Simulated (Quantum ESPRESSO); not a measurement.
# Equation of state of MgO under rev-vdW-DF2

It takes space group Fm-3m (No. 225, cubic). The conventional cell has a = 4.194 Å, b = 4.194 Å, c = 4.194 Å, α = 90.00°, β = 90.00°, γ = 90.00°. Mg (site symmetry m-3m) has 6 O at 2.10 Å as nearest neighbours. Around O (site symmetry m-3m) lie 6 Mg at 2.10 Å.

The cell is a database's computed one, not the measured one.

The cell was scaled at fixed shape and fractions and run with Quantum ESPRESSO, PseudoDojo 0.4.1 SR PBE standard, cutoff 1143 eV; rev-vdW-DF2, k mesh 11 × 11 × 11 on the cell of 2 atoms, fermi-dirac occupations of 0.05 eV, no spin polarisation, no spin-orbit coupling. The potentials were made for PBE. Energies are those that the program minimises, any entropy of the smearing included.

```csv
V (Å³/atom),energy over the lowest row (meV/atom)
8.6681,38.11
8.8525,?
9.0370,10.29
9.2214,3.17
9.4058,0.00
9.5902,0.41
9.7747,4.07
```

**Question.** Fit the third-order Birch-Murnaghan form, give V0, B0 and B′, and predict the energy left open.

**Answer.** With y = (V0/V)^(2/3), E = E0 + (9 V0 B0/16) [(y - 1)³ B′ + (y - 1)² (6 - 4y)]. Least squares through the rows shown give V0 = 9.4751 Å³/atom, E0 = -0.25 meV, B0 = 153.9 GPa (1 eV/Å³ = 160.218 GPa) and B′ = 4.07, with a largest miss of 0.00 meV. At V = 8.8525 the form with these constants gives 21.79 meV; the run gave 21.78 meV an atom. Measured volume: 9.339 Å³/atom at 300 K (arxiv:1807.05012), so the fit lies +1.5 % from it. The runs are for a static lattice.

The fit describes a stiff ionic solid whose energy rises faster on compression than on expansion. In MgO the Madelung attraction between the ions varies slowly with distance, while the Pauli repulsion between their closed shells grows steeply as they approach, which accounts for both the large bulk modulus and its increase under pressure. With B′ = 4.07, the energy is almost quadratic in Eulerian strain, so the third-order term adds little over this range.

The predicted energy at 8.8525 Å³/atom confirms a smooth curve and a sound interpolation, but says nothing about the accuracy of the functional. On that, the volume is the better guide: it already exceeds the measured one, and zero-point motion and thermal expansion would enlarge it further, so the underlying overestimate is probably greater than +1.5 %. This suggests slightly too weak a net binding near equilibrium, from the functional or from its pairing with PBE potentials. The curve covers only the rocksalt phase and cannot locate a pressure-induced transition to another structure.
